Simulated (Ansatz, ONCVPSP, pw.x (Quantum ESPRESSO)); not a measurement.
**pw.x on bcc Co: one setting changed**

Potential: optimised norm-conserving Vanderbilt (ONCV), ONCVPSP 4.0.1.1 (patched build), PBE; core [Ne], reference 3s2 3p6 3d7 4s2; waves: 3s+4s: rc 1.10 bohr, ncon 4, nbas 9, qcut 12.6 1/bohr, 2 projectors; 3p: rc 1.20 bohr, ncon 3, nbas 7, qcut 9.1 1/bohr, 2 projectors, debl 3.2 Ha; 3d: rc 1.50 bohr, ncon 3, nbas 8, qcut 10.9 1/bohr, 1 projector; local part: polynomial inside 0.85 bohr (lpopt 3, dvloc0 4 Ha); core correction: Teter function, fcfact 4.5, rcfact 1.15.

The reference run (k-mesh 17³, cutoffs 145/580 Ry, Fermi–Dirac 0.01 Ry, mixing_beta 0.4, conv_thr 1e-9, no spin) gives 1.01 GPa at 10.618 Å³/atom, where all-electron LAPW gives -0.22 GPa. This run, with its own iteration cap, changes nbnd to 21.

```
&control
  calculation='scf', prefix='x', pseudo_dir='./', outdir='./tmp', tstress=.true., disk_io='none'
/
&system
  ibrav=0, nat=1, ntyp=1, ecutwfc=145, ecutrho=580, nbnd=21,
  occupations='smearing', smearing='fd', degauss=0.01
/
&electrons
  conv_thr=1e-09, mixing_beta=0.4, electron_maxstep=50
/
ATOMIC_SPECIES
Co 1.0 Co.UPF
CELL_PARAMETERS angstrom
  -1.38461036 1.38461036 1.38461036
  1.38461036 -1.38461036 1.38461036
  1.38461036 1.38461036 -1.38461036
ATOMIC_POSITIONS crystal
Co 0.0000 0.0000 0.0000
K_POINTS automatic
17 17 17 0 0 0
```

```bash
pw.x < Co.scf.in > Co.scf.out
```

Task: How does the run end?

Result: It converges in 6 iterations; the free energy moves by +0.0 meV/atom and the pressure by +0.00 GPa. The result is that of the reference run.

```
Message from routine setup:
     using ibrav=0 with symmetry is DISCOURAGED, use correct ibrav instead
     lattice parameter (alat)  =       4.5320  a.u.
     unit-cell volume          =      71.6538 (a.u.)^3
     number of electrons       =        17.00
     number of Kohn-Sham states=           21
     kinetic-energy cutoff     =     145.0000  Ry
     charge density cutoff     =     580.0000  Ry
     scf convergence threshold =      1.0E-09
     Exchange-correlation= PBE
     number of k points=   165  Fermi-Dirac smearing, width (Ry)=  0.0100
     iteration #  1     ecut=   145.00 Ry     beta= 0.40
     total energy              =    -289.17778621 Ry
     estimated scf accuracy    <       0.00470610 Ry
     iteration #  2     ecut=   145.00 Ry     beta= 0.40
     total energy              =    -289.17900703 Ry
     estimated scf accuracy    <       0.00114709 Ry
     iteration #  3     ecut=   145.00 Ry     beta= 0.40
     total energy              =    -289.17919995 Ry
     estimated scf accuracy    <       0.00006349 Ry
     iteration #  4     ecut=   145.00 Ry     beta= 0.40
     total energy              =    -289.17920340 Ry
     estimated scf accuracy    <       0.00000092 Ry
     iteration #  5     ecut=   145.00 Ry     beta= 0.40
     total energy              =    -289.17920363 Ry
     estimated scf accuracy    <       0.00000016 Ry
     iteration #  6     ecut=   145.00 Ry     beta= 0.40
     the Fermi energy is    19.4341 ev
!    total energy              =    -289.17920364 Ry
     estimated scf accuracy    <          3.4E-10 Ry
     smearing contrib. (-TS)   =      -0.01408821 Ry
     The total energy is F=E-TS. E is the sum of the following terms:
     one-electron contribution =    -130.44072788 Ry
     hartree contribution      =      76.31179511 Ry
     xc contribution           =     -34.05688747 Ry
     ewald contribution        =    -200.97929519 Ry
     convergence has been achieved in   6 iterations
          total   stress  (Ry/bohr**3)                   (kbar)     P=       10.14
     Message from routine punch:
     Nothing written, as per user request (disk_io='none')
```

The run took about 2 min on one core of a shared host (Neoverse-N1, 64 threads, 124 GiB, load 59).
